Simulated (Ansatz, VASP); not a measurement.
## Two plane-wave programs on SrCl2

```
Sr Cl
1.0
     0.00000    3.48550    3.48550
     3.48550    0.00000    3.48550
     3.48550    3.48550    0.00000
Sr Cl
1 2
Direct
  0.00000 0.00000 0.00000
  0.24641 0.25359 0.25359
  0.74641 0.75359 0.75359
```

Change from the starting cell: all Cl atoms moved +0.025 Å, as atom 2 along Cartesian [1 0 0].

Alike in both runs: task single point; functional PBE; k mesh 6 × 6 × 6; occupations gaussian, width 0.05 eV; no spin polarisation.

```csv
,VASP,Ansatz
version,VASP 6.6.1,Ansatz 0.2.0
potentials or method,"VASP PAW PBE potentials, release 64 (Sr_sv, Cl)","scalar-relativistic, plane waves, PAW"
plane-wave cutoff (eV),520,420
valence electrons in the cell,24,24
```

|  | VASP | Ansatz | Ansatz less VASP |
| --- | --- | --- | --- |
| gap on the k mesh at the Fermi level (eV) | 5.35 | 5.35 | +0.005 |
| least direct gap on the mesh (eV) | 5.50 | 5.51 | +0.003 |
| pressure (GPa) | 1.2 | 1.1 | -0.08 |
| rms of the force components (eV/Å) | 0.028 | 0.028 | -0.0006 |

Atom by atom the forces differ by 0.001 eV/Å (rms over components).

A k mesh can miss the band edges.
